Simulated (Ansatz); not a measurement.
# CdTe (F-43m) in Ansatz: notebook

Aim: see how the results for CdTe move with the level of theory and the settings. Levels: revPBE, PBE. Tasks: band structure, elastic constants.

Program: Ansatz 0.2.0. These are calculated values, not measurements. Logs are shortened: lines on timing, memory, paths and dates and some standing lists are left out, and cuts for length are marked.

**Experimental background.**

From a printed reference work, data compilation, for a bulk crystal of CdTe at 0 K: band gap 1.607 eV.

The runs below are set against these values where they give the same quantity.

## (1) The structure

Symmetry: F-43m, No. 216, cubic system. The conventional cell has a = 6.410 Å, b = 6.410 Å, c = 6.410 Å, α = 90.00°, β = 90.00°, γ = 90.00°. Around Te (site symmetry -43m) lie 4 Cd at 2.78 Å. Around Cd (site symmetry -43m) lie 4 Te at 2.78 Å.

## (2) Band structure, revPBE

File input.yaml:

```yaml
crystal:
  lattice:
    - [0.0, 3.205, 3.205]
    - [3.205, 0.0, 3.205]
    - [3.205, 3.205, 0.0]
  atoms:
    - { symbol: Te, position: [0.75, 0.75, 0.75] }
    - { symbol: Cd, position: [0.0, 0.0, 0.0] }
kpoints:
  mp_grid: { grid: [7, 7, 7] }
  band_path:
    path:
      - [0.0, 0.0, 0.0]
      - [0.5, 0.0, 0.5]
      - [0.5, 0.25, 0.75]
      - [0.375, 0.375, 0.75]
      - [0.0, 0.0, 0.0]
      - [0.5, 0.5, 0.5]
      - [0.625, 0.25, 0.625]
      - [0.5, 0.25, 0.75]
    npoints: 8
scf:
  occupations: { method: fermi_dirac, width: 0.05 }
hamiltonian:
  xc: revpbe
  pseudopotentials: { kind: all_electron, lapw: { basis_error: 0.001 } }
output:
  forces: true
  stress: true
  eigenvalues: true
```

Potentials or basis: all-electron LAPW, scalar-relativistic.

On the command line:

```sh
$ ansatz run input.yaml --threads 1 --pin off --max-ram 3072MiB --backend cpu --events-out ev --progress --plain --runs-dir out
```

What it wrote:

```text
Warning: RAYON_NUM_THREADS=1 ignored (pool sized by the plan → 1); use --threads N
LAPW: plane waves up to 8.256 Å⁻¹, error target 1.0e-3 eV per atom; small_component_spin mean_spin; Cd in spheres of 1.398 Å, 20 of its electrons in bands, Dirac shells []; Te in spheres of 1.377 Å, 24 of its electrons in bands, Dirac shells [] (how accurate: hamiltonian.pseudopotentials.lapw.basis_error, Limitations)
Engine: ansatz 0.2.0, x86_64-unknown-linux-gnu
Pseudopotentials: kind: all_electron
Pseudopotential: Te, LAPW, valence charge 24, lapw/all_electron/scalar/gaussian/Te, Koelling and Harmon's equation, gaussian nucleus
Pseudopotential: Cd, LAPW, valence charge 20, lapw/all_electron/scalar/gaussian/Cd, Koelling and Harmon's equation, gaussian nucleus
Functional definition: revPBE
  parameter kappa = 1.245
  parameter beta = 0.06672455060314922
  exchange = pbe_x(kappa = kappa, mu = beta*pi^2/3)
  correlation = pbe_c(beta = beta)
Crystal: 2 atoms, lattice volume = 65.844 Å³
Basis set: ecut = 259.71703899818846 eV, 609 PW (Γ), exchange–correlation at level 2
Bands: 27, of which v1, the nominal top of the filled ones, is band 22 counted from 1 (21 counted from 0)
Symmetry: 24 space group operations
Space group: F-43m (ITA 216), of the structure as read, at distance tolerance 4.0e-5 Å
k-points: 20 of 343 (time reversal used)
Non-local potential: Te, projectors of the file, none
Non-local potential: Cd, projectors of the file, none
Initial density: superposition of atomic densities (chi_scale 0.1, normalization cell, long waves kept (reshape's long-wave potential 0.00 eV rms))
Initial wavefunctions: plane waves of lowest kinetic energy (no species holds an atomic orbital)
Functional: x = revpbe(κ = 1.245, μ = 0.2195149727645171), c = pbe(β = 0.06672455060314922)
iter 1 solved again at ethr=1.34e-3 eV; its pass at ethr=1.00e-1 eV (dr2=5.88e-1 eV) is discarded
SCF iter   1: F=—  HF=-337133.078798 eV  |F-HF|=—  |Δ(HF+E_count)|=         —  Δρ=2.08e-2  dr2=5.89e-1  ethr=1.34e-3  ⟨swp⟩=2.0  Hψ=3492  notcnv=0
preconditioner: auto → none  [insulator: Δε(μ)=1.242 eV  Ē_g=11.821 eV  σ=0.050 eV  W_gap=1.00  n_scr=14 (ndim 8)  ℏωp=19.4 eV  f_vac=0.197  D(μ)=0.00/eV (n_scr^D=0)  ε∞_Penn≈3.7]
iter 2 solved again at ethr=5.04e-5 eV; its pass at ethr=1.34e-3 eV (dr2=2.22e-2 eV) is discarded
SCF iter   2: F=—  HF=-337132.875878 eV  |F-HF|=—  |Δ(HF+E_count)|=   2.03e-1  Δρ=6.36e-3  dr2=2.22e-2  ethr=5.04e-5  ⟨swp⟩=2.0  Hψ=2775  notcnv=0
SCF iter   3: F=—  HF=-337132.855074 eV  |F-HF|=—  |Δ(HF+E_count)|=   2.08e-2  Δρ=3.78e-3  dr2=9.43e-3  ethr=5.04e-5  ⟨swp⟩=2.5  Hψ=1650  notcnv=0
SCF iter   4: F=—  HF=-337132.856248 eV  |F-HF|=—  |Δ(HF+E_count)|=   1.17e-3  Δρ=1.45e-3  dr2=1.61e-3  ethr=2.14e-5  ⟨swp⟩=2.0  Hψ=1546  notcnv=0
SCF iter   5: F=—  HF=-337132.856672 eV  |F-HF|=—  |Δ(HF+E_count)|=   4.24e-4  Δρ=2.65e-4  dr2=4.22e-5  ethr=3.67e-6  ⟨swp⟩=2.9  Hψ=1594  notcnv=0
SCF iter   6: F=—  HF=-337132.856722 eV  |F-HF|=—  |Δ(HF+E_count)|=   5.03e-5  Δρ=5.21e-5  dr2=2.12e-6  ethr=9.59e-8  ⟨swp⟩=3.0  Hψ=1592  notcnv=0
SCF iter   7: F=-337132.856732 eV  HF=-337132.856731 eV  |F-HF|=2.11e-7  |Δ(HF+E_count)|=   9.10e-6  Δρ=6.80e-6  dr2=4.63e-8  ethr=4.82e-9  ⟨swp⟩=3.0  Hψ=1671  notcnv=0
SCF 1 converged in 7 iterations: F = -337132.856732 eV  dr2 = 4.63e-8
NSCF: frozen V_eff on 57 k-points
SCF converged after 7 iterations
Free energy (F): -337132.856732 eV
Harris-Foulkes:  -337132.856731 eV  (|F-HF|=2.11e-7)
Internal energy: -337132.856731 eV  (E = F + TS)
E sigma→0 (E₀):  -337132.856731 eV
Entropy (-TS):   -0.000001 eV (-0.000 meV/atom)
Fermi energy:    9.952984 eV
--- Per-component energies (eV) ---
  E_band       = -1617.058435
  E_kinetic    = 354752.977818
  E_xc         = -9014.548936
  E_electrostatic = -682871.285613  (all electrons and nuclei)
  E_smearing   = -0.000001  (= −TS)
  E_closure    = 0.000000  (closes the sum)
  E_atoms      = -337128.745288  (free atoms, spherical and without spin; not in F)
  Σ components = -337132.856732   (vs F -337132.856732, Δ=0.00e0)
  Basis errors (estimates in eV, not in F): energy 4.5e-4 per atom: plane waves 4.1e-4 (2.3e-4 summed), levels above the bands 1.4e-71, relativity 7.6e-8, radial functions 3.8e-5, core shells 4.1e-7; eigenvalues (radial functions only) 1.1e-6; not estimated: angular momenta, meshes, grids; target (lapw.basis_error) 1.0e-3; muffin-tin radii Cd 1.398 Å, Te 1.377 Å
--- Forces (eV/Å), atoms counted from 1 ---
  atom   1  Te    -0.00000000     0.00000000    -0.00000000
  atom   2  Cd     0.00000000    -0.00000000    -0.00000000
  max |Σ_I F_I| component: 3.70e-17 eV/Å
--- Stress (GPa, compression-positive) ---
        5.532542      -0.000000       0.000000
       -0.000000       5.532542       0.000000
        0.000000       0.000000       5.532542
  P = ⅓ Tr σ = 5.5325 GPa (55.325 kbar)
--- Band table (eV; the first three rows and the last of 20) ---
  k-point 0: bands = ["-149.3159", "-99.3398", "-99.3398", "-99.3398", "-92.7983", "-53.8584", "-53.8584", "-53.8584", "-26.6593", "-26.6593", "-26.6593", "-26.6500", "-26.6500", "-1.9049", "1.0242", "1.0242", "1.0242", "1.3087", "1.3087", "9.4289", "9.4289", "9.4289", "10.4151", "14.0692", "14.0692", "14.0692", "17.1052"]
  k-point 1: bands = ["-149.3159", "-99.3398", "-99.3398", "-99.3398", "-92.7983", "-53.8584", "-53.8584", "-53.8584", "-26.6593", "-26.6592", "-26.6592", "-26.6500", "-26.6500", "-1.8250", "1.0397", "1.0397", "1.0878", "1.3075", "1.3075", "7.9895", "9.2439", "9.2439", "11.3497", "14.1490", "14.3457", "14.3457", "17.9612"]
  k-point 2: bands = ["-149.3159", "-99.3398", "-99.3398", "-99.3398", "-92.7983", "-53.8584", "-53.8584", "-53.8584", "-26.6594", "-26.6591", "-26.6591", "-26.6499", "-26.6499", "-1.6452", "1.0710", "1.0710", "1.3070", "1.3094", "1.3094", "6.2481", "8.8888", "8.8888", "11.5366", "14.6898", "14.6898", "15.3568", "17.7560"]
  k-point 19: bands = ["-149.3159", "-99.3398", "-99.3398", "-99.3398", "-92.7983", "-53.8584", "-53.8584", "-53.8584", "-26.6594", "-26.6591", "-26.6586", "-26.6500", "-26.6497", "-1.3673", "1.1499", "1.1654", "1.2750", "1.3117", "1.9113", "5.1327", "6.8057", "7.5217", "13.2211", "14.3610", "15.4674", "16.2815", "18.4940"]
```

Wall time 35 s (1 thread of Intel Xeon at 2.50GHz (Skylake/Cascade Lake), shared host); peak memory 0.32 GiB.

What came out:

```yaml
Free_energy: -337132.8567 eV
Pressure: 5.5 GPa
Band_gap_on_the_k_mesh: 0.99 eV, direct
Band_gap_along_the_path: 0.99 eV, direct
```

Levels at the corners of the path, in eV from the valence-band top:
| point | band 20 | band 21 | band 22 | band 23 | band 24 | band 25 |
| --- | --- | --- | --- | --- | --- | --- |
| Γ | 0.00 | 0.00 | 0.00 | 0.99 | 4.64 | 4.64 |
| X | -4.43 | -1.96 | -1.96 | 2.66 | 2.74 | 9.13 |
| W | -4.31 | -2.42 | -2.31 | 4.41 | 4.78 | 5.69 |
| K | -4.33 | -2.67 | -1.63 | 2.97 | 4.64 | 7.52 |
| Γ | 0.00 | 0.00 | 0.00 | 0.99 | 4.64 | 4.64 |
| L | -4.57 | -0.82 | -0.82 | 1.94 | 5.25 | 5.25 |
| U | -4.33 | -2.67 | -1.63 | 2.97 | 4.64 | 7.52 |
| W | -4.31 | -2.42 | -2.31 | 4.41 | 4.78 | 5.69 |

Caveat: spin-orbit coupling is left out, which moves the levels of the heavy elements.

## (3) Elastic constants, PBE

File input.yaml:

```yaml
crystal:
  lattice:
    - [0.0, 3.205, 3.205]
    - [3.205, 0.0, 3.205]
    - [3.205, 3.205, 0.0]
  atoms:
    - { symbol: Te, position: [0.75, 0.75, 0.75] }
    - { symbol: Cd, position: [0.0, 0.0, 0.0] }
kpoints:
  mp_grid: { grid: [5, 5, 5] }
scf:
  occupations: { method: fermi_dirac, width: 0.05 }
hamiltonian:
  xc: pbe
  pseudopotentials: { kind: all_electron, lapw: { basis_error: 0.001 } }
output:
  forces: true
  stress: true
elastic:
  mode: clamped_ion
  stencil: two_point
```

Potentials or basis: all-electron LAPW, scalar-relativistic.

On the command line:

```sh
$ ansatz run input.yaml --threads 1 --pin off --max-ram 3072MiB --backend cpu --events-out ev --progress --plain --runs-dir out
```

It took 1.7 min on 1 thread of Intel Xeon at 2.50GHz (Skylake/Cascade Lake), shared host; peak memory 0.37 GiB.

Results (log left out):

| Property | Result |
| --- | --- |
| Free energy | -337120.6363 eV |
| Pressure | 4.3 GPa |
| Band gap on the k mesh | 0.87 eV, direct |
| Clamped-ion elastic constants C11, C12, C44 | 63, 50, 45 GPa |
| Voigt bulk modulus | 55 GPa |

Levels at points of the mesh, in eV from the valence-band top:
```csv
k point,band 18,band 19,band 20,band 21,band 22,band 23,band 24,band 25,band 26,band 27
"(0.00, 0.00, 0.00)",-8.12,-8.12,0.00,0.00,0.00,0.87,4.59,4.59,4.59,7.50
```

Elastic tensor in Voigt notation (GPa, ions clamped, in the Cartesian axes of the cell as first typed):
```
63 50 50  0  0  0
50 63 50  0  0  0
50 50 63  0  0  0
 0  0  0 45  0  0
 0  0  0  0 45  0
 0  0  0  0  0 45
```

Caveat: the cell is more than 3 GPa from zero pressure, which shifts response properties; spin-orbit coupling is left out, which moves the levels of the heavy elements.

## (4) Comparison with measurements

Step 2. Against the measured gap of CdTe, 1.607 eV (0 K; a printed reference work, data compilation), the calculated 0.99 eV is off by -0.62 eV. Spin-orbit coupling on Cd, Te is left out. The value is that of revPBE, without temperature or zero-point motion. Semilocal functionals fall short of measured gaps as a rule.

Step 3. A measured gap of CdTe is 1.607 eV (0 K; a printed reference work, data compilation); the calculated 0.87 eV misses it by -0.74 eV. Spin-orbit coupling on Cd, Te is left out. The value is that of PBE, without temperature or zero-point motion. Semilocal functionals fall short of measured gaps as a rule.
